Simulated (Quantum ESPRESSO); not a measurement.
**Ge: single point with PBE**

**Measured values to compare with.**

“Electronic and optical properties of SixGe1-x-ySny alloys lattice-matched to Ge”, 2021, arxiv:2109.02782 reports, for a bulk crystal of Ge at 300 K: band gap 0.807 eV (direct).

The system is Ge.

```
CELL_PARAMETERS angstrom
0.00000 2.82891 2.82891
2.82891 0.00000 2.82891
2.82891 2.82891 0.00000
ATOMIC_POSITIONS crystal
Ge 0.75000 0.75000 0.75000
Ge 0.50000 0.50000 0.50000
```

| Property | Result |
| --- | --- |
| Program | Quantum ESPRESSO 7.5 |
| Task | single point |
| Functional | PBE |
| Potentials or basis | PseudoDojo 0.4 FR PBE standard |
| Cutoff | 1061 eV |
| Density cutoff | 4245 eV |
| k mesh | 8 × 8 × 8 |
| Occupations | fermi-dirac, width 0.05 eV |
| Spin | non-collinear spin, zero start, spin-orbit coupling |

| Property | Result |
| --- | --- |
| Band gap on the k mesh, mean-field level | none (metal or under the smearing width) |

Levels at points of the mesh, in eV from the Fermi level:
```tsv
k point	band 26	band 27	band 28	band 29	band 30	band 31
(0.00, 0.00, 0.00)	-0.04	0.02	0.02	0.02	0.02	2.33
(0.00, 0.00, -0.50)	-1.58	-1.39	-1.39	0.10	0.10	3.62
(0.00, -0.50, -0.50)	-3.15	-3.15	-3.15	0.67	0.67	0.67
```

It took 4.1 min on 1 thread of Arm Neoverse V2 (shared host), peak memory 0.24 GiB.

Against the measured gap of Ge, 0.807 eV (direct; 300 K; “Electronic and optical properties of SixGe1-x-ySny alloys lattice-matched to Ge”, 2021, arxiv:2109.02782), the calculated 0.00 eV is off by -0.81 eV. 3 values of this kind are on record (0.666 to 0.807 eV); this one was drawn at random among those near their median. The value is that of PBE on a finite k mesh, which can miss the band edges, without temperature or zero-point motion. Semilocal functionals fall short of measured gaps as a rule.

Caveat: this crystal is a semiconductor, whose small gap the functional closes, so the metal is an error of the method.
